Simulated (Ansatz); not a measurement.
GaAs:

```
CELL_PARAMETERS angstrom
0.00000 2.82685 2.82685
2.82685 0.00000 2.82685
2.82685 2.82685 0.00000
ATOMIC_POSITIONS crystal
As 0.75000 0.75000 0.75000
Ga 0.00000 0.00000 0.00000
```

```yaml
Program: Ansatz 0.2.0
Task: relaxation of cell and atoms
Functional: PBE
Potentials_or_basis: Ansatz PAW
Cutoff: "420 eV (not typed: the program's choice for these potentials)"
k_mesh: 8 × 8 × 8
Occupations: fermi-dirac, width 0.05 eV
Spin: no spin polarisation
```

At the start: volume 22.59 Å³/atom.

Task: How do energy, volume and symmetry change on relaxing?

Result: It ends after 5 steps and the volume is 23.71 Å³/atom (+4.9 %); space group F-43m (No. 216, to 0.05 Å).

Step by step:
```csv
step,energy change (eV),largest force (eV/Å),volume (Å³)
1,0.0000,0.0000,45.18
2,-0.0204,0.0000,46.94
3,-0.0212,0.0000,47.37
4,-0.0212,0.0000,47.41
5,-0.0217,0.0000,47.41
```

Final structure:
```xyz
2
Lattice="0.0000 2.8726 2.8726 2.8726 0.0000 2.8726 2.8726 2.8726 0.0000" Properties=species:S:1:pos:R:3 pbc="T T T"
As    4.3090    4.3090    4.3090
Ga    0.0000    0.0000    0.0000
```

Caveat: the plane-wave basis is chosen anew once the cell has moved, so the energies of steps on either side of that aren't comparable.
